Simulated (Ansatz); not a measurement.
Crystal: AgCl (Chlorargyrite).

```
Ag Cl
1.0
     0.00000    2.73500    2.73500
     2.73500    0.00000    2.73500
     2.73500    2.73500    0.00000
Ag Cl
1 1
Cartesian
  0.0000 0.0000 0.0000
  2.7350 2.7350 2.7350
```

Base run:

* Program: Ansatz 0.2.0
* Functional: PBEsol
* Potentials or basis: all-electron PAW datasets made for the crystal
* Cutoff: 260 eV (chosen from the basis error)
* k mesh: 6 × 6 × 6
* Occupations: fermi-dirac, width 0.05 eV
* Spin: no spin polarisation

Its results: band gap on the k mesh 0.73 eV, indirect (least direct gap 3.23 eV); pressure -0.7 GPa.

Problem. The run is repeated on the same cell with these changes: functional from PBEsol to HSE06; cutoff from 260 eV (chosen from the basis error) to 290 eV (chosen from the basis error). What comes out?

Solution. Band gap on the k mesh 2.40 eV, indirect (least direct gap 4.82 eV); pressure 3.7 GPa.

HSE06 gives the wider gap, since exact exchange removes part of the self-interaction.

A k mesh can miss the band edges.

The runs don't all hold the same shells in valence.
